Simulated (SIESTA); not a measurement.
The system is CdSe (Cadmoselite).

```
Cd Se
1.0
     4.30000    0.00000    0.00000
    -2.15000    3.72391    0.00000
     0.00000    0.00000    7.02000
Cd Se
2 2
Direct
  0.66667 0.33333 0.50000
  0.33333 0.66667 0.00000
  0.66667 0.33333 0.88500
  0.33333 0.66667 0.38500
```

Base run:

```yaml
Program: SIESTA 5.4.2
Functional: RGE2
Potentials_or_basis: PseudoDojo 0.4 standard (PBE files)
Basis: DZP (energy shift 0.002 Ry)
Grid_cutoff: 800 Ry
Energy_shift: 0.002 Ry
k_mesh: 7 × 7 × 4
Occupations: fermi-dirac, width 0.05 eV
Spin: no spin polarisation
```

Its results: band gap on the k mesh 0.96 eV, direct; pressure 2.4 GPa; largest force 0.321 eV/Å.

Problem. The run is repeated on the same cell with these changes: functional from RGE2 to PBE. What comes out?

Solution. Band gap on the k mesh 0.96 eV, direct; pressure 4.0 GPa; largest force 0.334 eV/Å.

Caveats: semicore shells carry a single zeta, which can move pressures by several GPa and volumes by a few percent; the basis of atomic orbitals isn't converged, which shifts pressures, moduli and gaps; the potentials were made for another functional, which shifts forces and pressure (some runs).
